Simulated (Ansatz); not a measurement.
Level of theory: DFT PBE, scalar-relativistic, plane waves, PAW in Ansatz 0.2.0. All cells share a 420 eV cutoff and Γ-centred k meshes spaced at most about 0.3 Å⁻¹ (about 0.25 or finer for metals, 2π included). No spin polarisation.

Temperature and zero-point effects are left out.

Compare these two cells of Si₆C, each relaxed at this level.

1.

```xyz
14
Lattice="1.8299 1.0565 21.1616 -1.8299 1.0565 21.1616 0.0000 -2.1130 21.1616" Properties=species:S:1:pos:R:3 pbc="T T T"
Si    0.0000    0.0000   45.9643
Si    0.0000    0.0000    7.7831
Si    0.0000    0.0000   10.1377
Si    0.0000    0.0000   25.7083
Si    0.0000    0.0000   28.0589
Si    0.0000    0.0000   55.7018
Si    0.0000    0.0000   53.3472
Si    0.0000    0.0000   17.5206
Si    0.0000    0.0000   37.7766
Si    0.0000    0.0000   35.4260
Si    0.0000    0.0000    1.1748
Si    0.0000    0.0000   62.3101
C     0.0000    0.0000   44.0407
C     0.0000    0.0000   19.4442
```

2.

```xyz
14
Lattice="4.8001 2.7713 2.9713 -4.8001 2.7713 2.9713 0.0000 -5.5427 2.9713" Properties=species:S:1:pos:R:3 pbc="T T T"
Si    1.1997    1.3822    1.5956
Si   -1.1997   -1.3822    7.3182
Si   -0.5910    1.9833    4.9845
Si    0.5910   -1.9833    3.9294
Si   -1.7969    0.3479    1.5956
Si    1.7969   -0.3479    7.3182
Si   -1.4221   -1.5034    4.9845
Si    1.4221    1.5034    3.9294
Si    0.5972   -1.7301    1.5956
Si   -0.5972    1.7301    7.3182
Si   -2.0130    0.4798    3.9294
Si    2.0130   -0.4798    4.9845
C     0.0000    0.0000    8.1195
C     0.0000    0.0000    0.7943
```

Question: Which is lower in energy, and by how much?

Answer: Cell 2 is lower, by 63 meV/atom. Cell 1 has Si and C ordered on diamond sites, space group R-3m (No. 166), 17.5 Å³/atom and no gap on its mesh; cell 2 has Si and C ordered on diamond sites, space group R-3 (No. 148), 16.9 Å³/atom and a gap of 0.57 eV. Counting Si atoms around C (those within 1.25 times the shortest such distance or 1.15 times the sum of covalent radii, 1.27 where that leaves under three; a plus sign parts nearer from farther groups), cell 1 has C 1+3 and cell 2 has C 3. Cell 1 holds Si–Si nets (shortest 2.29 Å); cell 2 holds Si–Si bonds in all directions (shortest 2.32 Å) and C–C pairs (shortest 1.59 Å). The denser one is the lower, and pressure would at first widen the difference. Even the lower one lies +0.20 eV/atom against the reference forms of the elements (uncorrected), so neither is stable at this level. In cell 1, around Si on its first site lie 1 C at 1.92 Å and 3 Si at 2.30 Å; Si on its second site has 4 Si at 2.29–2.35 Å; C is surrounded by 1 Si at 1.92 Å and 3 Si at 2.18 Å; 4 more sites not described. In cell 2, around Si on its first site lie 1 C at 2.00 Å and 3 Si at 2.35–2.41 Å; Si on its second site is surrounded by 4 Si at 2.32–2.35 Å; C is surrounded by 1 C at 1.59 Å and 3 Si at 2.00 Å. Both come from invented guesses.

Kohn–Sham gaps at this level usually fall short of measured ones. Cells relaxed within their symmetry can be saddle points.
